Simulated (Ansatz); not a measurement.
**Localised basis functions on random wurtzite alloy of AlN and GaN (72 atoms)**

Wanted: errors and times of a linear-scaling basis for random wurtzite alloy of AlN and GaN (72 atoms). A setting counts as converged where the r.m.s. difference of forces stays under 1 % of the r.m.s. force.

Calculated with Ansatz 0.2.0; Kohn-Sham DFT, PBE, PAW (set soft_2), plane waves.

This is a report of a sequence of runs, with most program output left out.

### Step 1. Starting point

The cell holds 72 atoms: 32 Ga, 36 N and 4 Al. Its edges and angles: a = 9.541 Å, b = 9.541 Å, c = 10.325 Å, α = 90.0°, β = 90.0°, γ = 120.0°. It derives from AlN (wurtzite) and GaN, repeated 3×3×2. Wurtzite AlN, 3 x 3 x 2 conventional cells, 32 of 36 Al sites given to Ga at random (x = 0.889), lattice by Vegard's rule (a = 3.18 Å, c = 5.162 Å); not relaxed, displaced by a Gaussian of 0.02 Å.

Limits known from the start: The host structure and its lattice constant were typed by rule, without a check against the phase diagram. Only the Γ point is sampled, in a cell whose shortest periodic width is 8 Å.

### Step 2. Plane-wave single point

The first run fixes the reference, at a cutoff of 420 eV.

File input.yaml:

```yaml
crystal:
  lattice:
    - [9.5412, 0.0, 0.0]
    - [-4.7706, 8.26292, 0.0]
    - [0.0, 0.0, 10.3248]
  atoms:
    - { symbol: Ga, position: [0.00174, 0.00209, 0.00104] }
    - { symbol: "N", position: [0.11097, 0.22507, 0.06157] }
    - { symbol: Ga, position: [0.11106, 0.22216, 0.24815] }
    - { symbol: "N", position: [0.99679, 0.00156, 0.31006] }
    [... 62 atom lines left out ...]
    - { symbol: Ga, position: [0.77634, 0.88648, 0.24943] }
    - { symbol: "N", position: [0.66813, 0.66565, 0.31098] }
    - { symbol: Ga, position: [0.66676, 0.66096, 0.50282] }
    - { symbol: "N", position: [0.78005, 0.88809, 0.5575] }
    - { symbol: Ga, position: [0.77719, 0.88965, 0.74876] }
    - { symbol: "N", position: [0.66423, 0.6657, 0.81124] }
kpoints:
  mp_grid: { grid: [1, 1, 1] }
hamiltonian:
  xc: pbe
scf:
  occupations: { method: fixed }
output:
  forces: true
  stress: true
  populations: intrinsic
  dos:
    method: { smearing: { sigma: 0.1 } }
    de: 0.1
    projected: { site_lists: { Al: [Al], Ga: [Ga], "N": ["N"] } }
  eigenvalues: true
  write_density: true
  write_potential: true
  volumetric_format: npy
```

The run is started by

```sh
$ ansatz run input.yaml --threads 4 --pin off --max-ram 8192MiB --backend cpu --events-out ev --progress --plain --runs-dir out
```

Elapsed: 15 s, on 4 threads of Arm Neoverse V2, shared host; peak memory 1.2 GiB; 56 s of CPU time.

The run gave:

```yaml
free_energy: -137063.6371 eV
free_energy_per_atom: -1903.6616 eV/atom
scf_cycles: 8
pressure: 5.847 GPa
r_m_s_force_component: 0.4689 eV/Å
longest_force: 1.535 eV/Å
fermi_energy: 9.555 eV
spacing_of_highest_filled_and_lowest_empty_level: 2.085 eV
```

The r.m.s. force component of 0.47 eV/Å sets the scale for the differences below.

### Step 3. Support functions low

With localised support functions most steps grow linearly with size, though the diagonalisation grows faster unless the density matrix is cut; this run measures error and cost at this size.

This step: Kohn-Sham DFT, PBE, PAW (set soft_2), localised support functions (low) (Ansatz 0.2.0).

input.yaml, the sections that differ from step 2:

```yaml
scf:
  occupations: { method: fixed }
  eigensolver: { kind: { support_functions: { accuracy: low } } }
  max_iter: 150
output:
  forces: true
  eigenvalues: true
# crystal, kpoints, hamiltonian: as in step 2
```

The job ended after 2.6 min (4 threads; peak memory 3.1 GiB; 10 min of CPU time).

The program notes that the band table was not solved further than the SCF left it and it switched symmetry off.

Keys that differ from the reference: support_functions.accuracy = "low" and scf.max_iter = 150.

Forces differ from the reference by 0.59 meV/Å r.m.s., 0.13 % of their size, well within a tolerance of 1 %; the energy by -4.1 meV/atom. It took 2.6 min and 13 cycles; the reference's time can't be set against it, since the two runs asked for unlike analyses.

### Step 4. Support functions medium

The cell is solved in localised support functions.

This step: Kohn-Sham DFT, PBE, PAW (set soft_2), localised support functions (medium) (Ansatz 0.2.0).

input.yaml, the sections that differ from step 3:

```yaml
scf:
  occupations: { method: fixed }
  eigensolver: { kind: { support_functions: { accuracy: medium } } }
  max_iter: 150
# crystal, kpoints, hamiltonian, output: as in step 3
```

Run time: 2.8 min. Hardware: 4 threads; peak memory 3.1 GiB.

Keys that differ from the reference: support_functions.accuracy = "medium" and scf.max_iter = 150.

Forces differ from the reference by 0.57 meV/Å r.m.s., 0.12 % of their size, well within a tolerance of 1 %; the energy by -4.1 meV/atom. It took 2.8 min and 14 cycles; the reference's time can't be set against it, since the two runs asked for unlike analyses.

### Step 5. Support functions medium, spacing 0.383 Å

The grid spacing sets how fine a wave the support functions can hold.

input.yaml, the sections that differ from step 4:

```yaml
scf:
  occupations: { method: fixed }
  eigensolver: { kind: { support_functions: { accuracy: medium, spacing: 0.383 } } }
  max_iter: 150
# crystal, kpoints, hamiltonian, output: as in step 4
```

The job ended after 92 s (4 threads; peak memory 2 GiB).

The program notes that the forces don't sum to zero within tolerance and the grid leaves an egg-box force.

Forces differ from the reference by 77 meV/Å r.m.s., 16 % of their size, far over a tolerance of 1 %; the energy by +90 meV/atom and the gap by -0.022 eV. It took 92 s and 12 cycles; the reference's time can't be set against it, since the two runs asked for unlike analyses. The setting is coarser than the default on purpose.

### Step 6. Support functions medium, spacing 0.319 Å

input.yaml, the sections that differ from step 5:

```yaml
scf:
  occupations: { method: fixed }
  eigensolver: { kind: { support_functions: { accuracy: medium, spacing: 0.319 } } }
  max_iter: 150
# crystal, kpoints, hamiltonian, output: as in step 5
```

Wall time 90 s (4 threads); peak memory 2 GiB; 5.8 min of CPU time.

Forces differ from the reference by 19 meV/Å r.m.s., 4.1 % of their size, over a tolerance of 1 %; the energy by +7.1 meV/atom. It took 90 s and 13 cycles; the reference's time can't be set against it, since the two runs asked for unlike analyses. The setting is coarser than the default on purpose.

### Step 7. Support functions medium, spacing 0.277 Å

input.yaml, the sections that differ from step 6:

```yaml
scf:
  occupations: { method: fixed }
  eigensolver: { kind: { support_functions: { accuracy: medium, spacing: 0.277 } } }
  max_iter: 150
# crystal, kpoints, hamiltonian, output: as in step 6
```

It took 2 min on 4 threads; peak memory 2.3 GiB; 7.9 min of CPU time.

Forces differ from the reference by 0.94 meV/Å r.m.s., 0.20 % of their size, well within a tolerance of 1 %; the energy by -5.0 meV/atom. It took 2 min and 15 cycles; the reference's time can't be set against it, since the two runs asked for unlike analyses. The setting is coarser than the default on purpose.

### Step 8. All settings compared

Each row is set against the plane-wave reference (Kohn-Sham DFT, PBE, PAW (set soft_2), plane waves; r.m.s. force component 0.469 eV/Å). Energies are set beside the reference only for runs with its functional, potentials and electron count. Times are for 4 threads of Arm Neoverse V2, shared host. The reference's time includes the DOS, the stress and grids, which some other runs skip.

```csv
run,"Δ force, r.m.s. (meV/Å)",share of r.m.s. force (%),Δ energy (meV/atom),Δ gap (eV),cycles,time,host memory (GiB)
reference,-,-,-,-,8,15 s,1.2
support functions low,0.588,0.126,-4.14,0.0024,13,2.6 min,3.1
support functions medium,0.566,0.121,-4.14,0.0023,14,2.8 min,3.1
"support functions medium, spacing 0.383 Å",77.0,16.4,89.6,-0.022,12,92 s,2.0
"support functions medium, spacing 0.319 Å",19.3,4.12,7.13,-0.0039,13,90 s,2.0
"support functions medium, spacing 0.277 Å",0.944,0.201,-4.98,0.0026,15,2 min,2.3
```

### Step 9. What the reference run shows

With the settings judged, the reference run is read for its physics.

Length of the force by element:

```csv
element,coordination,atoms,mean length of the force (eV/Å),spread,least,most
Al,all,4,0.567,0.203,0.267,0.805
Ga,all,32,0.642,0.339,0.0748,1.53
N,all,36,0.843,0.317,0.171,1.49
```

Intrinsic-atomic-orbital charges by element:

| element | coordination | atoms | mean charge (e) | spread | least | most |
| --- | --- | --- | --- | --- | --- | --- |
| Al | all | 4 | 1.12 | 0.0032 | 1.11 | 1.12 |
| Ga | all | 32 | 0.778 | 0.0053 | 0.770 | 0.789 |
| N | all | 36 | -0.816 | 0.0439 | -0.938 | -0.780 |

Charge against the make-up of the first shell:

| Al neighbours of N | atoms | mean charge (e) |
| --- | --- | --- |
| 0 | 22 | -0.784 |
| 1 | 12 | -0.855 |
| 2 | 2 | -0.934 |

States in the cell by windows of 1 eV, zero at the Fermi level; the larger projections on atomic orbitals stand beside the total:

```csv
from (eV),to (eV),total,N p,Ga p,Ga s,N s
-10,-8,0.0,0.0,0.0,0.0,0.0
-8,-7,0.9,0.5,0.2,0.2,0.0
-7,-6,9.3,5.1,0.6,3.3,0.0
-6,-5,43.8,24.0,4.2,11.0,2.6
-5,-4,24.2,14.4,6.4,0.9,0.8
-4,-3,17.0,10.6,1.4,2.1,1.8
-3,-2,35.4,26.9,6.3,0.5,0.2
-2,-1,56.9,46.1,7.6,0.5,0.2
-1,0,24.4,21.7,1.7,0.0,0.0
0,1,4.1,3.8,0.1,0.0,0.0
1,2,0.1,0.0,0.0,0.0,0.0
2,3,1.9,0.0,0.0,0.9,0.9
3,4,0.0,0.0,0.0,0.0,0.0
4,5,27.0,2.9,9.5,4.6,6.7
```

With fixed occupations the program's Fermi level is the highest filled level; weight inside the gap is the broadening of levels at its edges.

Between -16 and -10 eV lie 392 more states.

The levels nearest the highest filled one (over half full), pooled over k-points and spins:

```csv
level less the highest filled one (eV),occupation
-0.546,2
-0.515,2
-0.487,2
-0.0405,2
-0.0091,2
0,2
2.09,0
4.32,0
4.36,0
4.41,0
4.74,0
4.77,0
```

Electrostatic potential energy in the ac plane at fractional y = 0.000, with atoms of Ga and N and Al within 0.2 Å of it. With pseudopotentials it is smooth inside the atoms' cores, unlike the true potential.

Values in eV, 13 rows by 16 columns, each cell a mean:
```
-10   0  12  10  -2  -2  -3   9  11   1 -10  -9   5  12   6  -8
 -8  10  12  12   4 -12   5  12  12  10  -9  -2  12  12  12  -1
-35   3   6   7 -11 -36  -8   7   5   3 -34 -24   8   5   8 -24
  8  10   3   5  10   8  10   4   2   9   8   9   7   2   8   9
 11  12  11  11  11  11  11  11  11  12  11  11  12  11  12  12
 -6   4  11  10  -1  -8  -1  10  11   3  -7  -5   8  11   8  -4
-11  -5  11   8  -9 -11 -10   8  11  -5 -11 -11   3  11   3 -11
 -2   7  12  12   5  -3   4  12  12   8  -1   1  11  13  10   0
-28   7  10  10  -8 -33  -5  11  11   6 -30 -22  10  10  10 -22
-13   7   1   4   1 -15   3   5   3   8 -12  -7   7   2   7  -9
 12  11   8   9  12  12  12   9   8  11  12  12  10   8  10  12
  4  10  12  12   8   4   8  12  12  10   4   5  11  12  11   6
-11  -3  11   9  -4   1  -4   8  11  -2 -11 -11   3  10   4 -11
```
Columns run along a (9.5 Å; values clipped at the 3rd and 97th percentile), rows up along c (10.3 Å). Atoms in or near the plane, at fractional coordinates: Ga at (0.00, 0.00), N at (0.00, 0.31), Ga at (0.00, 0.50), N at (0.00, 0.81), Al at (0.34, 0.00), N at (0.33, 0.31), Ga at (0.33, 0.50), N at (0.33, 0.81), Ga at (0.67, 0.00), N at (0.67, 0.31), Ga at (0.67, 0.50), N at (0.67, 0.81).

Valence density in the ac plane at fractional y = 0.000, with atoms of Ga and N and Al within 0.2 Å of it. It is the smooth field of the valence electrons, not physical close to the nuclei.

Ten steps, logarithmic in the rise over the least value, from '_' (0 e/Å³) to '@' (36 e/Å³), each cell a mean:
```
%%++::________________________..--**%%++::______..--**
::::..__________......__________..::::::..________..::
::::..________..::--::..________..::--::..________..::
==--::______..--====--::______..::====--::______..::==
++==::..__....--==++==::..__....--==++==::..__....--==
==--::........::------..........::--==--::........::--
......__....__........__......__........____....__....
______________________________________________________
______________________________________________________
..____........__......__......____......__......____..
++--..........::==++--..........::==++--..........::==
@@**::........==%%@@##::........==%%@@**::........==%%
%%++::______..--**%%++::______..--**%%++..______..--##
--::..________..::::::..________..::::::..________..::
::::..________..::--::..________..::--::..________..::
==--::______..--====--::______..::======::______..--==
++==::..__....--==++==::..____..--==++==::..__....--++
==--..........::------..........::------::........::--
....____..____........____..____........____..____....
______________________________________________________
______________________________________________________
....__......____________........__................__..
++--..........________..........::==++--..........::==
@@**::........__________........--%%@@##::........==%%
```
Columns run along a (9.5 Å), rows up along c (10.3 Å). Atoms in or near the plane, at fractional coordinates: Ga at (0.00, 0.00), N at (0.00, 0.31), Ga at (0.00, 0.50), N at (0.00, 0.81), Al at (0.34, 0.00), N at (0.33, 0.31), Ga at (0.33, 0.50), N at (0.33, 0.81), Ga at (0.67, 0.00), N at (0.67, 0.31), Ga at (0.67, 0.50), N at (0.67, 0.81).

Mean intrinsic-atomic-orbital charges: Al +1.12, Ga +0.78, N -0.82 e. The charge on N changes by -0.073 e for each Al neighbour that takes the place of another kind, on average.

### Step 10. Local order

Bonds and neighbours are counted at the geometry of the runs.

Density 5.80 g/cm³, 11.31 Å³ an atom.

g(r), total and by pair (bins of 0.2 Å):

| r (Å) | total | N-N | N-Ga | N-Al | Ga-Ga | Ga-Al | Al-Al |
| --- | --- | --- | --- | --- | --- | --- | --- |
| 1.80 | 0.25 | 0.00 | 0.56 | 0.00 | 0.00 | 0.00 | 0.00 |
| 2.00 | 4.52 | 0.00 | 8.99 | 9.55 | 0.00 | 0.00 | 0.00 |
| 2.20 | 0.00 | 0.00 | 0.00 | 0.00 | 0.00 | 0.00 | 0.00 |
| 2.40 | 0.00 | 0.00 | 0.00 | 0.00 | 0.00 | 0.00 | 0.00 |
| 2.60 | 0.00 | 0.00 | 0.00 | 0.00 | 0.00 | 0.00 | 0.00 |
| 2.80 | 0.00 | 0.00 | 0.00 | 0.00 | 0.00 | 0.00 | 0.00 |
| 3.00 | 0.01 | 0.00 | 0.00 | 0.00 | 0.07 | 0.00 | 0.00 |
| 3.20 | 5.77 | 10.71 | 0.87 | 0.86 | 10.63 | 10.96 | 8.15 |
| 3.40 | 0.00 | 0.00 | 0.00 | 0.00 | 0.00 | 0.00 | 0.00 |
| 3.60 | 0.52 | 0.00 | 1.04 | 1.00 | 0.00 | 0.00 | 0.00 |
| 3.80 | 2.40 | 0.00 | 4.79 | 4.83 | 0.00 | 0.00 | 0.00 |
| 4.00 | 0.00 | 0.00 | 0.00 | 0.00 | 0.00 | 0.00 | 0.00 |
| 4.20 | 0.00 | 0.00 | 0.00 | 0.00 | 0.00 | 0.00 | 0.00 |
| 4.40 | 1.18 | 1.90 | 0.51 | 0.68 | 1.65 | 2.15 | 2.02 |
| 4.60 | 1.49 | 0.78 | 2.13 | 1.97 | 1.08 | 0.12 | 3.96 |
| 4.80 | 0.98 | 0.00 | 1.94 | 2.09 | 0.00 | 0.00 | 0.00 |
| 5.00 | 0.71 | 0.00 | 1.44 | 1.29 | 0.00 | 0.00 | 0.00 |
| 5.20 | 0.34 | 0.68 | 0.00 | 0.00 | 0.66 | 0.76 | 0.00 |
| 5.40 | 1.25 | 2.50 | 0.00 | 0.00 | 2.45 | 2.79 | 0.00 |
| 5.60 | 1.43 | 2.85 | 0.00 | 0.00 | 2.81 | 3.23 | 0.00 |
| 5.80 | 1.16 | 0.00 | 2.33 | 2.31 | 0.00 | 0.00 | 0.00 |
| 6.00 | 1.66 | 2.75 | 0.63 | 0.55 | 2.60 | 2.75 | 2.19 |
| 6.20 | 0.22 | 0.21 | 0.16 | 0.24 | 0.34 | 0.33 | 0.00 |
| 6.40 | 1.31 | 1.31 | 1.32 | 1.33 | 1.31 | 1.31 | 0.99 |
| 6.60 | 1.77 | 0.00 | 3.52 | 3.67 | 0.00 | 0.00 | 0.00 |
| 6.80 | 0.33 | 0.00 | 0.67 | 0.53 | 0.00 | 0.00 | 0.00 |
| 7.00 | 0.58 | 0.92 | 0.27 | 0.27 | 0.90 | 0.71 | 1.63 |
| 7.20 | 1.13 | 1.22 | 1.02 | 1.01 | 1.28 | 1.09 | 3.19 |

Bonds by pair of elements; cutoffs follow the first minimum of g(r), held within bounds set by covalent radii, and pairs that aren't listed don't count as bonded:

| pair A-B | cutoff (Å) | bonds | mean length (Å) | spread (Å) | shortest (Å) | B about A | A about B |
| --- | --- | --- | --- | --- | --- | --- | --- |
| N-Ga | 2.38 | 128 | 1.94 | 0.026 | 1.87 | 3.56 | 4 |
| N-Al | 2.38 | 16 | 1.94 | 0.022 | 1.90 | 0.444 | 4 |

How many atoms have how many bonded neighbours:

```csv
element,mean,4
Al,4,4
Ga,4,32
N,4,36
```

Rings of the network by King's shortest-path rule, up to 12 atoms, one path for each pair of neighbours; H, halogens, alkali and alkaline-earth atoms are left out, and the last column divides by all other atoms, bonded or not:

```
ring size (atoms)  rings  per network atom
                6    142              1.97
```

For some of the pairs, g(r) has its first main peak near 3.18 Å (N-N), 1.94 Å (N-Ga), 1.94 Å (N-Al), 3.17 Å (Ga-Ga) and 3.18 Å (Ga-Al). By these cutoffs all Al atoms have 4, all Ga atoms have 4 and all N atoms have 4 bonded neighbours. All rings counted have 6 atoms.

Local excerpt of 8 atoms (numbers count through the whole input) about Ga69, which bears the longest force; x, y, z are measured from there.

```
atom      x      y      z  distance (Å)  bonds  intrinsic-atomic-orbital charge (e)     Fx     Fy  Fz (eV/Å)
Ga69   0.00   0.00   0.00          0.00      4                                 0.78  -0.41   1.18      -0.89
 N62   1.57  -0.85   0.61          1.88      4                                -0.79  -0.24  -1.06       0.16
 N38  -1.60  -0.82   0.60          1.89      4                                -0.86  -1.10  -0.39      -0.02
 N70   0.00   1.88   0.56          1.96      4                                -0.78  -0.46   0.03       0.60
 N68  -0.01   0.04  -1.98          1.98      4                                -0.79  -0.32  -0.21       0.20
Ga63   1.54  -0.88   2.54          3.10      4                                 0.78   0.31  -0.04       0.41
Ga21   3.11   0.02   0.00          3.11      4                                 0.78   1.05   0.61      -0.60
Ga61   1.55  -2.71  -0.06          3.13      4                                 0.79   0.16   0.10       0.37
```

The column of bonds counts only the pairs N-Ga within 2.38 Å, N-Al within 2.38 Å; other neighbours, such as metal atoms beside each other in a compound, aren't counted, and periodic images can show an atom twice.

### Step 11. Summary of results

```yaml
free_energy_per_atom: -1903.6616 eV/atom
density: 5.8 g/cm³
pressure: 5.847 GPa
r_m_s_force_component: 0.4689 eV/Å
spacing_of_highest_filled_and_lowest_empty_level: 2.085 eV
wall_time_of_the_6_dft_runs: 11 min
```

**Reading.** Against plane waves at 420 eV, the forces differ by 0.57 meV/Å (0.12 %) with support functions medium. At 72 atoms the fastest of the runs at a preset level, support functions low, takes roughly 10 times the time of plane waves (whose run also made extra analyses, so the like-for-like ratio is larger), in 13 SCF cycles against 8. Differences between support functions and plane waves include what basis error the plane-wave run still has. As the typed spacing goes from 0.277 to 0.383 Å, the force difference goes from 0.94 to 77 meV/Å, while the time lies between 90 s and 2 min.

Between filled and empty levels lie 2.09 eV at Γ alone; the mesh holds the band edges only if they fold onto it, so the gap at this level can be narrower or closed, while semilocal functionals tend to narrow gaps against experiment. With the cutoffs above, all Al atoms have 4, all Ga atoms have 4 and all N atoms have 4 bonded neighbours.

**Limits.** The geometry was built by rule, was displaced at random and isn't relaxed at this level: its force components are 0.47 eV/Å r.m.s. The pressure of 5.8 GPa says that the cell would expand at this level of theory.

[Logs are printed without paths, hosts, clocks, repeated set-up lines and the standing remarks that a program may print on its own settings, such as how far it seeks lower states.]

[Hosts, paths, dates, database ids (printed as entryN), source tags and the programs' standing remarks are cut or masked in the printed files.]
